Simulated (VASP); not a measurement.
CuO, 2 atoms in the cell. The structure is cubic, space group F-43m (No. 216). The conventional cell has a = 4.655 Å, b = 4.655 Å, c = 4.655 Å, α = 90.00°, β = 90.00°, γ = 90.00°. Cu (site symmetry -43m) has 4 O at 2.02 Å as nearest neighbours. Around O (site symmetry -43m) lie 4 Cu at 2.02 Å. Measurements of this composition are mostly on another form, of space group No. 15.

- Program: VASP 6.6.1
- Task: optical spectrum
- Functional: PBE
- Potentials or basis: VASP PAW PBE potentials, release 64 (Cu, O)
- Cutoff: 520 eV
- k mesh: 10 × 10 × 10
- Occupations: gaussian, width 0.02 eV
- Spin: no spin polarisation
- Further INCAR settings: ALGO = Normal; EDIFF = 1e-06; NBANDS = 56

Potentials or basis: VASP PAW PBE potentials, release 64 (Cu, O).

Command:

```bash
$ cat potpaw_PBE.64/Cu/POTCAR potpaw_PBE.64/O/POTCAR > POTCAR
$ mpirun -np 1 vasp_std > vasp.out
```

Hardware: 1 thread of Intel(R) Xeon(R) Platinum 8259CL CPU @ 2.50GHz (Skylake/Cascade Lake) (shared host).

Question: How long does it take, and how much memory?

Answer: It took 50 s on 1 thread of Intel(R) Xeon(R) Platinum 8259CL CPU @ 2.50GHz (Skylake/Cascade Lake), on a shared host, peak memory 0.19 GiB. Counts: scf iterations 13, k points 47.
